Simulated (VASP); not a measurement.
Crystal: Sb2Se3.

```
Sb Se
1.0
    -3.03558    3.03558    4.60627
     3.03558   -3.03558    4.60627
     3.03558    3.03558   -4.60627
Sb Se
2 3
Direct
  0.50000 0.00000 0.50000
  0.00000 0.50000 0.50000
  0.74443 0.74443 0.00000
  0.25557 0.25557 0.00000
  0.00000 0.00000 0.00000
```

The cell was built by a generator and needn't be a form met in nature.

| Quantity | Value |
| --- | --- |
| Program | VASP 6.6.1 |
| Task | relaxation of cell and atoms |
| Functional | PBE |
| Potentials or basis | VASP PAW PBE potentials, release 64 (Sb, Se) |
| Cutoff | 520 eV |
| k mesh | 3 × 3 × 3 |
| Occupations | gaussian, width 0.15 eV |
| Spin | no spin polarisation |

At the start: pressure -2.7 GPa; volume 33.96 Å³/atom.

**Question.** Where does the relaxation end?

**Answer.** Over 18 steps the energy falls by 699.4 meV/atom and the volume is 27.83 Å³/atom (-18.1 %); space group I4/mmm (No. 139, to 0.05 Å).

The path:
```csv
step,energy change (eV),largest force (eV/Å),pressure (GPa),volume (Å³)
1,0.0000,3.2337,-2.68,169.78
2,-1.6834,1.6196,-4.25,155.30
3,-1.9638,1.6567,-2.97,149.05
4,-1.8917,2.0799,3.67,136.21
5,-2.0674,1.8297,-1.20,144.21
6,-2.6904,1.6011,1.18,136.02
7,-2.9939,0.9275,7.68,123.69
8,-3.3262,0.5576,4.78,127.69
9,-3.4329,0.1065,3.07,130.87
10,-3.4421,0.0024,2.61,131.91
11,-3.4450,0.0537,2.31,132.72
12,-3.4503,0.0471,1.80,134.33
13,-3.4902,0.0368,1.05,137.57
14,-2.8821,4.2374,2.23,144.05
15,-3.4918,0.0630,0.93,137.85
16,-3.4917,0.1453,0.94,138.14
17,-3.4967,0.1236,0.25,139.37
18,-3.4970,0.0693,0.32,139.13
```

Final structure:
```
Sb Se
1.0
    -2.82244    2.82244    4.36634
     2.82244   -2.82244    4.36634
     2.82244    2.82244   -4.36634
Sb Se
2 3
Direct
  0.50000 0.00000 0.50000
  0.00000 0.50000 0.50000
  0.64388 0.64388 0.00000
  0.35612 0.35612 0.00000
  0.00000 0.00000 0.00000
```

Caveat: the k mesh is coarse (spacing up to 0.49 Å⁻¹), so the values aren't converged; the volume moved by over 15 % at a fixed basis, so the end points are rough.
